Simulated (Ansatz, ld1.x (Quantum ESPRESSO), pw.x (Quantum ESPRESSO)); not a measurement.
**Equation-of-state test of one PAW potential (V (Z = 23))**

* Element: vanadium
* Generator: ld1.x (Quantum ESPRESSO) 7.5
* Type: PAW
* Functional: PBE
* Relativity: scalar-relativistic
* Frozen core: [Ne]
* Valence charge: 13
* Reference configuration: 3s2 3p6 3d3 4s2 4p0
* Partial waves: 3s (bound): rcut 1.25, rcutus 1.45 bohr; 4s (bound): rcut 1.25, rcutus 1.45 bohr; 3p (bound): rcut 1.40, rcutus 1.75 bohr; 4p (bound, empty): rcut 1.40, rcutus 1.75 bohr; 3d (bound): rcut 1.95, rcutus 2.55 bohr; 3d channel at 1.2 Ry: rcut 1.95, rcutus 2.55 bohr
* Local potential: all-electron potential smoothed inside 2.25 bohr (lloc = -1)
* Core correction: Bessel-smoothed model core inside 1.10 bohr
* Augmentation charge: PSQ, radius 1.15 bohr

Atomic tests: cutoffs needed: 35 Ry and 50 Ry (the cutoffs (Ry, on a coarse ladder) from which the occupation-weighted sum of valence levels, in a spherical-Bessel basis at the reference potential, stays within 10 and 1 mRy of its value at 400 Ry); ghost test: no extra level below or beside the all-electron valence levels (s, p, d, f tested) (spherical-Bessel basis up to 400 Ry, 20 bohr box); configuration tests: test run stopped at test 5 of 7 (negative rho), 2 before it not solved.

Crystal test: fcc V in pw.x 7.5, no spin, 15³ k-points, Fermi–Dirac smearing 0.01 Ry, cutoffs 60/480 Ry. The reference is all-electron LAPW (Ansatz 0.2.0) with the same functional, mesh and smearing; V0 and B0 come from Birch–Murnaghan fits to the pressures at five volumes. Errors are pseudo minus all-electron; Δ is the rms difference of the E(V) curves that follow from these fits, minima aligned, over ±6 % about the mean V0. Mesh and smearing are coarse, so the numbers serve the comparison and aren't converged zero-temperature values; the lattice is a test structure that the element need not adopt.

| V (Å³/atom) | P all-electron (GPa) | P pseudo (GPa) |
| --- | --- | --- |
| 13.271 | 9.40 | 15.54 |
| 13.620 | 4.23 | 9.93 |
| 13.969 | -0.35 | 4.97 |
| 14.318 | -4.40 | 0.59 |
| 14.667 | -7.98 | -3.30 |

All-electron: a0 = 3.820 Å (V0 = 13.94 Å³/atom), B0 = 173.4 GPa.

Pseudopotential: mean pressure error (GPa): +5.37; a0 (Å): 3.859; a0 error (%): +1.01; B0 error (%): -3.9; Δ (meV/atom): 15.9. This is a poor potential for the solid. Atomic configuration tests: test run stopped at test 5 of 7 (negative rho), 2 before it not solved.

At the middle volume, how do free energy and pressure move when the wave cutoff is lowered (ecutrho held at 480 Ry)?

```json
{"cutoff (Ry)": "27", "shift of F (meV/atom)": "+911.0", "shift of P (GPa)": "-13.37"}
{"cutoff (Ry)": "36", "shift of F (meV/atom)": "+188.0", "shift of P (GPa)": "-9.79"}
{"cutoff (Ry)": "48", "shift of F (meV/atom)": "+11.5", "shift of P (GPa)": "+0.11"}
```

The run at the middle volume (120 k-points, 9 iterations) took about 20 s on one core of a shared host (Neoverse-V1, 32 threads, 247 GiB, load 19).
